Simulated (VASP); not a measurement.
Input of a VASP 6.6.1 run:

INCAR

```
  PREC = Accurate
  ENCUT = 600
  EDIFF = 1E-7
  ISMEAR = 0
  SIGMA = 0.02
  LREAL = F
  LASPH = T
  NELM = 100
  ALGO = Normal
  ISIF = 3
  LWAVE = F
  LCHARG = F
  METAGGA = R2SCAN
  LMIXTAU = T
  LUSE_VDW = T
  IVDW_NL = 2
  BPARAM = 11.95
  CPARAM = 0.0093
  IBRION = 2
  NSW = 90
  EDIFFG = -0.005
```

File KPOINTS:

```
Automatic mesh
0
Gamma
  8 8 8
```

Contents of POSCAR:

```
AlAs
1.0
    0.0000000000      2.8379008000      2.8379008000
    2.8379008000      0.0000000000      2.8379008000
    2.8379008000      2.8379008000      0.0000000000
Al As
1 1
Direct
    0.0000000000      0.0000000000      0.0000000000
    0.2500000000      0.2500000000      0.2500000000
```

Potentials or basis: VASP PAW PBE potentials, release 64 (Al, As).

Run with:

```console
$ cat potpaw_PBE.64/Al/POTCAR potpaw_PBE.64/As/POTCAR > POTCAR
$ mpirun -np 1 vasp_std > vasp.out
```

(1) What does it give for the relaxed cell?

(2) What does it give for the relaxed volume?

Results:

(1) a = 4.006 Å, b = 4.006 Å, c = 4.006 Å, α = 60.00°, β = 60.00°, γ = 60.00°.

(2) 22.73 Å³/atom.

Caveat: the PAW data sets were made with another functional, which shifts forces and pressure a little.
